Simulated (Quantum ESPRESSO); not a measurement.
**Ca: equation of state with rev-vdW-DF2**

The system is Ca.

```
CELL_PARAMETERS angstrom
0.00000 2.79420 2.79420
2.79420 0.00000 2.79420
2.79420 2.79420 0.00000
ATOMIC_POSITIONS crystal
Ca 0.00000 0.00000 0.00000
```

```yaml
Program: Quantum ESPRESSO 7.5
Task: equation of state
Functional: rev-vdW-DF2
Potentials_or_basis: PseudoDojo 0.4.1 SR PBE standard
Cutoff: 925 eV
Density_cutoff: 3701 eV
k_mesh: 8 × 8 × 8
Occupations: fermi-dirac, width 0.05 eV
Spin: no spin polarisation
```

The equilibrium volume is 40.60 Å³/atom (rough: see the caveat) and the bulk modulus is 18.1 GPa (rough).

Energy against volume, from the lowest point:
```csv
volume (Å³/atom),energy (meV/atom)
41.014,0.00
41.886,1.95
42.759,5.72
43.632,11.14
44.504,18.03
45.377,26.26
46.250,35.70
```

All runs of the series together: 8.5 min on 1 thread of Arm Neoverse V1, with other jobs on the host.

Caveat: the potentials were made for another functional, which shifts forces and pressure; the minimum lies outside the volumes run.
